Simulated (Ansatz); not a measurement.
Two Ansatz runs on Li

The cell is the one relaxed in the Materials Project (mp-51), not relaxed further here; entries there can be hypothetical. The listed cell was then made from it by scaling, straining or moving an atom.

First run: DFT, LDA, PAW with Ansatz's default frozen-core files, scalar-relativistic (Ansatz 0.2.0).

Command: `ansatz run input.yaml --threads 1 --pin off --max-ram 2048MiB --backend cpu --events-out ev --progress --plain --runs-dir out` The run took about 1.3 s on 1 thread of a shared machine.

```yaml
crystal:
  lattice:
    - [0.0, 2.2000849017, 2.1018273648]
    - [2.2000849017, 0.0, 2.1018273648]
    - [2.2000849017, 2.2000849017, 0.0]
  atoms:
    - { symbol: Li, position: [0.0, 0.0, 0.0] }
kpoints:
  mp_grid: { grid: [16, 16, 16] }
scf:
  occupations: { method: fermi_dirac, width: 0.08 }
hamiltonian:
  xc: lda
  pseudopotentials: { kind: paw }
output:
  forces: true
  stress: true
  eigenvalues: true
  efg: { contact_densities: true }
```

Result: converged; pressure -0.95 GPa; 6 SCF iterations.

A second run of a changed input logged this at its end:

```
Error: inconsistent input (scf.occupations.method, magnetization): a σ = 0 step fill (method: fixed, or a smearing width below the step floor) cannot realise an odd electron count (3) without a locked total moment — the per-k integer fill puts the same N_el/2 bands in each spin channel; set magnetization.spin_polarized: true with magnetization.spin_locking.lock_magnetization: hard and an odd magnetization.initial_magnetization (the unpaired electron then fills one channel), or use a smearing method with a finite width, such as fermi_dirac
```

Question: What was wrong with the input?

Answer: Fixed occupations whatever the gap, by this change (others could give a like log):
```diff
@@ -9,5 +9,6 @@
   mp_grid: { grid: [16, 16, 16] }
 scf:
-  occupations: { method: fermi_dirac, width: 0.08 }
+  occupations: { method: fixed }
+  max_iter: 50
 hamiltonian:
   xc: lda
```
